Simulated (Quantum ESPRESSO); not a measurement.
WS2:

```
W S
1.0
     1.84394    1.06460    5.57491
    -1.84394    1.06460    5.57491
     0.00000   -2.12919    5.57491
W S
1 2
Direct
  0.00000 0.00000 0.00000
  0.25200 0.25200 0.25200
  0.74800 0.74800 0.74800
```

The cell was built by a generator and needn't be a form met in nature.

Alike in all runs: program Quantum ESPRESSO 7.5; functional PBE; potentials or basis GBRV 1.5 PBE; cutoff 762 eV; density cutoff 6095 eV; k mesh 6 × 6 × 6; occupations gaussian, width 0.05 eV; hubbard terms W d U = 3 eV.

Starts and where they ended:

| start | free energy over the lowest (meV/atom) | net moment (μB) | site or absolute moments (μB) | gap |
| --- | --- | --- | --- | --- |
| no spin polarisation; state nm; occupations atomic | 177.5 | - | - | none (metal or under the smearing width) |
| collinear spin, ferromagnetic start of up to 2 μB; state fm; occupations atomic | 0.0 | 2.00 | W +1.54; S -0.12 | none (metal or under the smearing width) |
| collinear spin, zero start; state nm spin; fixed moment 0; occupations atomic | 177.5 | 0.00 | - | - |

Allowing spin polarisation gains 177 meV/atom. Runs with fixed or held moments lie higher by the price of the constraint. A still lower state may exist.

Caveats: U without spin polarisation on a metal has little footing (some runs); the total moment is fixed, so each spin has its own Fermi level (some runs).
